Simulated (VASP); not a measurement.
Set up this calculation in VASP 6.6.1, as an ASE script.

```yaml
Task: single point
Functional: PBE
Potentials_or_basis: VASP PAW PBE potentials, release 64 (Cu_pv, Cr_pv, O)
Cutoff: 520 eV
k_mesh: 10 × 10 × 10
Occupations: gaussian, width 0.1 eV
Spin: collinear spin, ferromagnetic start
Starting_moments: "[0.6, 3.0, 0.0, 0.0] μB"
Further_INCAR_settings: ALGO = Normal; EDIFF = 1.00e-07
```

The structure of CrCuO2 lies in POSCAR:

```
CrCuO2
1.0
    1.4867000000      0.8583466452      5.7000000000
   -1.4867000000      0.8583466452      5.7000000000
    0.0000000000     -1.7166932904      5.7000000000
Cu Cr O
1 1 2
Direct
    0.0000000000      0.0000000000      0.0000000000
    0.5000000000      0.5000000000      0.5000000000
    0.8920800000      0.8920800000      0.8920800000
    0.1079200000      0.1079200000      0.1079200000
```

The input as run:

run.py

```python
from ase.calculators.vasp import Vasp
from ase.dft.bandgap import bandgap
from ase.io import read

atoms = read('POSCAR')
atoms.set_initial_magnetic_moments([0.6, 3.0, 0.0, 0.0])
calc = Vasp(
    directory='calc',
    xc='pbe',
    pp='PBE',
    setups='materialsproject',
    prec='Accurate',
    encut=520,
    ediff=1e-07,
    ismear=0,
    sigma=0.1,
    lreal=False,
    lasph=True,
    nelm=150,
    algo='Normal',
    isif=2,
    lwave=False,
    lcharg=False,
    ispin=2,
    lorbit=11,
    lmaxmix=4,
    kpts=[10, 10, 10],
    gamma=True,
)
atoms.calc = calc

print('energy (eV):', atoms.get_potential_energy())
print('free energy (eV):', atoms.get_potential_energy(force_consistent=True))
print('forces (eV/A):')
print(atoms.get_forces())
print('stress (eV/A^3, Voigt):', atoms.get_stress())
print('Fermi level (eV):', calc.get_fermi_level())
print('moment (muB):', atoms.get_magnetic_moment())
print('site moments (muB):', atoms.get_magnetic_moments())
gap, top, bottom = bandgap(calc)
print('band gap (eV):', gap, 'from (spin, k, band)', top, 'to', bottom)
```

Potentials or basis: VASP PAW PBE potentials, release 64 (Cu_pv, Cr_pv, O).

The run is started by

```bash
$ python run.py
```

Results of the run:

```json
{
 "Pressure": "4.0 GPa",
 "Band gap on the k mesh": "1.10 eV, indirect (least direct gap 1.27 eV)",
 "Net moment": "3.00 μB per cell",
 "Site moments": "Cu +0.02; Cr +2.83; O -0.00 μB",
 "Valence electrons inside the program's atomic spheres": "Cu 15.34; Cr 10.74; O 5.06"
}
```

Caveat: only a ferromagnetic start was run, and an antiferromagnetic order may lie lower in energy.

Run time: 6 min on 1 thread of Intel(R) Xeon(R) 6975P-C (Granite Rapids) (shared host), peak memory 0.55 GiB.
